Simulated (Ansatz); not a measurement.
Input of an Ansatz 0.2.0 run:

File input.yaml:

```yaml
crystal:
  lattice:
    - [5.5822227355, 0.0, 0.0]
    - [-2.7911113678, 4.8343466985, 0.0]
    - [0.0, 0.0, 6.08246788]
  atoms:
    - { symbol: Ti, position: [0.46693675, 0.0, 0.3333333333] }
    - { symbol: Ti, position: [0.0, 0.46693675, 0.6666666667] }
    - { symbol: Ti, position: [0.53306325, 0.53306325, 0.0] }
    - { symbol: O, position: [0.58106572, 0.85143318, 0.1206639333] }
    - { symbol: O, position: [0.72963254, 0.14856682, 0.5460027333] }
    - { symbol: O, position: [0.27036746, 0.41893428, 0.7873306] }
    - { symbol: O, position: [0.85143318, 0.58106572, 0.8793360667] }
    - { symbol: O, position: [0.14856682, 0.72963254, 0.4539972667] }
    - { symbol: O, position: [0.41893428, 0.27036746, 0.2126694] }
hamiltonian:
  xc: r2scan
  pseudopotentials: { kind: paw }
  hubbard: { sites: [{ species: Ti, l: d, u_eff: 6.0 }] }
kpoints:
  mp_grid: { grid: [6, 6, 5] }
scf:
  occupations: { method: fermi_dirac, width: 0.05 }
output:
  forces: true
  stress: true
  eigenvalues: true
relax:
  f_tol: 0.01
  max_steps: 40
  cell: { stress_tol: 0.05 }
```

Potentials or basis: Ansatz PAW.

Launch:

```sh
$ ansatz run input.yaml --threads 4 --pin off --max-ram 11264MiB --backend cpu --events-out ev --progress --plain --runs-dir out
```

Problem. Predict the relaxed cell.

Solution. a = 5.614 Å, b = 5.614 Å, c = 6.133 Å, α = 90.00°, β = 90.00°, γ = 120.00°.

Problem. Estimate the relaxed volume.

Solution. 18.60 Å³/atom.

Problem. Predict the space group after relaxing (to 0.05 Å).

Solution. P3_121 (No. 152).

Problem. Estimate the band gap on the k mesh.

Solution. 4.70 eV, indirect (least direct gap 4.74 eV).

Step by step:
| step | energy change (eV) | largest force (eV/Å) | volume (Å³) |
| --- | --- | --- | --- |
| 1 | 0.0000 | 0.1608 | 164.14 |
| 2 | -0.0220 | 0.0480 | 166.40 |
| 3 | -0.0241 | 0.0062 | 167.40 |
| 4 | -0.0256 | 0.0061 | 167.40 |

Caveat: odd divisions of the mesh miss points on the zone boundary, where band edges often lie, so the gap on the mesh can be too wide; the plane-wave basis is chosen anew once the cell has moved, so the energies of steps on either side of that aren't comparable; the PAW data sets come from PBE, with cores solved anew for the run's functional, which leaves a small shift of forces and pressure. A k mesh can miss the band edges.
